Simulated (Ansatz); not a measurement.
# SiC (Moissanite 6H) (P6_3mc) in Ansatz: further runs, part 2 of 2

Ansatz 0.2.0. Earlier steps stand in the parts before.

## (10) Band structure, PBE

The input, input.yaml:

```yaml
crystal:
  lattice:
    - [3.095, 0.0, 0.0]
    - [-1.5475, 2.6803486247, 0.0]
    - [0.0, 0.0, 15.17]
  atoms:
    - { symbol: Si, position: [0.6666666667, 0.3333333333, 0.4583] }
    - { symbol: Si, position: [0.3333333333, 0.6666666667, 0.9583] }
    - { symbol: Si, position: [0.6666666667, 0.3333333333, 0.7917] }
    - { symbol: Si, position: [0.3333333333, 0.6666666667, 0.2917] }
    - { symbol: Si, position: [0.0, 0.0, 0.625] }
    - { symbol: Si, position: [0.0, 0.0, 0.125] }
    - { symbol: C, position: [0.6666666667, 0.3333333333, 0.3333] }
    - { symbol: C, position: [0.3333333333, 0.6666666667, 0.8333] }
    - { symbol: C, position: [0.6666666667, 0.3333333333, 0.6667] }
    - { symbol: C, position: [0.3333333333, 0.6666666667, 0.1667] }
    - { symbol: C, position: [0.0, 0.0, 0.5] }
    - { symbol: C, position: [0.0, 0.0, 0.0] }
hamiltonian:
  xc: pbe
  pseudopotentials: { kind: nc, source: spms }
kpoints:
  mp_grid: { grid: [10, 10, 2] }
  band_path:
    path:
      - [[0.0, 0.0, 0.0], [0.5, 0.0, 0.0], [0.3333333333, 0.3333333333, 0.0], [0.0, 0.0, 0.0], [0.0, 0.0, 0.5], [0.5, 0.0, 0.5], [0.3333333333, 0.3333333333, 0.5], [0.0, 0.0, 0.5]]
      - [[0.5, 0.0, 0.5], [0.5, 0.0, 0.0]]
      - [[0.3333333333, 0.3333333333, 0.0], [0.3333333333, 0.3333333333, 0.5]]
    npoints: 10
scf:
  occupations: { method: fermi_dirac, width: 0.05 }
  n_extra_bands: 30
output:
  forces: true
  stress: true
  eigenvalues: true
  fatbands: true
  write_density: true
  write_potential: true
  elf: true
  volumetric_format: npy
```

Potentials or basis: SPMS NC.

Run with:

```sh
$ ansatz run input.yaml --threads 2 --pin off --max-ram 5120MiB --backend cpu --events-out ev --progress --plain --runs-dir out
```

Log:

```text
Warning: RAYON_NUM_THREADS=2 ignored (pool sized by the plan → 2); use --threads N
scf.n_extra_bands = 30 over 24 filled bands (N_el = 48.0): the run solves 54 bands
[... 72 lines left out ...]
  k-point 1: bands = ["-5.8494", "-5.8494", "-4.7991", "-4.7991", "-2.9914", "-2.9914", "1.6014", "1.6014", "5.0558", "5.0558", "8.2830", "8.2830", "8.2830", "8.2830", "8.6037", "8.6037", "8.7339", "8.7339", "8.7339", "8.7339", "9.2793", "9.2793", "9.2793", "9.2793", "14.4812", "14.4812", "15.2253", "15.2253", "15.8671", "15.8671", "16.3036", "16.3036", "16.3036", "16.3036", "16.6676", "16.6676", "16.8299", "16.8299", "16.8299", "16.8299", "17.4444", "17.4444", "17.4444", "17.4444", "18.4482", "18.4482", "19.6968", "19.6968", "22.0403", "22.0403", "22.0403", "22.0403", "23.1701", "23.1701"]
  k-point 2: bands = ["-5.8122", "-5.3028", "-5.2576", "-3.7940", "-3.7612", "-2.3131", "1.0051", "3.2784", "3.3111", "6.8564", "6.8899", "7.2905", "7.5984", "7.6977", "7.9003", "8.1545", "8.2357", "8.3713", "8.4566", "8.7576", "8.8482", "8.9182", "9.2195", "9.3017", "14.7267", "14.9584", "15.1365", "15.6421", "15.7626", "15.8746", "16.1035", "16.2224", "16.4623", "16.5627", "16.6854", "16.7235", "16.8633", "16.9491", "17.2052", "17.3397", "17.4223", "17.5246", "17.6613", "18.1011", "18.2159", "19.1249", "19.3866", "20.2003", "20.6015", "20.8928", "21.6239", "22.3224", "22.3261", "22.8457"]
  k-point 27: bands = ["-1.9302", "-1.9302", "-1.4531", "-1.4531", "-1.1260", "-1.1260", "1.8895", "1.8895", "2.1986", "2.1986", "2.5879", "2.5879", "3.7185", "3.7185", "4.3562", "4.3562", "4.8359", "4.8359", "6.0507", "6.0507", "6.9673", "6.9673", "7.2007", "7.2007", "13.0680", "13.0680", "13.6479", "13.6479", "15.0471", "15.0471", "16.5136", "16.5136", "17.7186", "17.7186", "18.3138", "18.3138", "19.1683", "19.1683", "19.4107", "19.4107", "19.6879", "19.6879", "20.0694", "20.0694", "20.4660", "20.4660", "21.0416", "21.0416", "22.1512", "22.1512", "22.4031", "22.4031", "22.9822", "22.9822"]
```

rho_z.tsv:

```text
# z_ang	rho[e/angstrom^3]
# format = ansatz-planar-average/11
# lattice	3.095000000	0.000000000	0.000000000
# lattice	-1.547500000	2.680348625	0.000000000
# lattice	0.000000000	0.000000000	15.170000000
# sites	12
# site	14	1.547500000	0.893449542	6.952411000
# site	14	0.000000000	1.786899083	14.537411000
# site	14	1.547500000	0.893449542	12.010089000
# site	14	0.000000000	1.786899083	4.425089000
# site	14	0.000000000	0.000000000	9.481250000
# site	14	0.000000000	0.000000000	1.896250000
# site	6	1.547500000	0.893449542	5.056161000
# site	6	0.000000000	1.786899083	12.641161000
# site	6	1.547500000	0.893449542	10.113839000
# site	6	0.000000000	1.786899083	2.528839000
# site	6	0.000000000	0.000000000	7.585000000
# site	6	0.000000000	0.000000000	0.000000000
0.000000	5.891750e-1
0.094813	5.615095e-1
0.189625	5.283542e-1
0.284438	4.846592e-1
0.379250	4.325322e-1
0.474062	3.793691e-1
[... 152 lines left out ...]
14.980375	6.211607e-1
15.075188	6.124898e-1
```

It took 75 s on 2 threads of Intel Xeon Platinum 8488C (Sapphire Rapids), shared host; peak memory 1.7 GiB.

What came out:

| Item | Value |
| --- | --- |
| Free energy | -1674.6768 eV |
| Pressure | 0.3 GPa |
| Largest force | 0.141 eV/Å |
| Band gap on the k mesh | 2.03 eV, indirect (least direct gap 3.12 eV) |
| Band gap along the path | 2.02 eV, indirect (least direct gap 3.12 eV) |

Forces on the atoms (eV/Å):
```
Si   0.000  0.000  0.053
Si   0.000  0.000  0.053
Si   0.000  0.000  0.025
Si   0.000  0.000  0.025
Si   0.000  0.000  0.043
Si   0.000  0.000  0.043
C    0.000  0.000 -0.014
C    0.000  0.000 -0.014
C    0.000  0.000  0.034
C    0.000  0.000  0.034
C    0.000  0.000 -0.141
C    0.000  0.000 -0.141
```

Levels at the corners of the path, in eV from the valence-band top:
| point | band 22 | band 23 | band 24 | band 25 | band 26 | band 27 |
| --- | --- | --- | --- | --- | --- | --- |
| Γ | -0.05 | 0.00 | 0.00 | 5.04 | 5.21 | 5.62 |
| M | -1.77 | -1.66 | -1.10 | 2.03 | 2.21 | 3.19 |
| K | -2.21 | -2.06 | -2.06 | 3.48 | 3.48 | 3.76 |
| Γ | -0.05 | 0.00 | 0.00 | 5.04 | 5.21 | 5.62 |
| A | -0.10 | -0.10 | -0.10 | 5.11 | 5.11 | 5.85 |
| L | -1.71 | -1.30 | -1.30 | 2.07 | 2.07 | 3.41 |
| H | -2.63 | -2.25 | -2.25 | 3.67 | 3.67 | 4.33 |
| A | -0.10 | -0.10 | -0.10 | 5.11 | 5.11 | 5.85 |
| L | -1.71 | -1.30 | -1.30 | 2.07 | 2.07 | 3.41 |
| M | -1.77 | -1.66 | -1.10 | 2.03 | 2.21 | 3.19 |
| K | -2.21 | -2.06 | -2.06 | 3.48 | 3.48 | 3.76 |
| H | -2.63 | -2.25 | -2.25 | 3.67 | 3.67 | 4.33 |
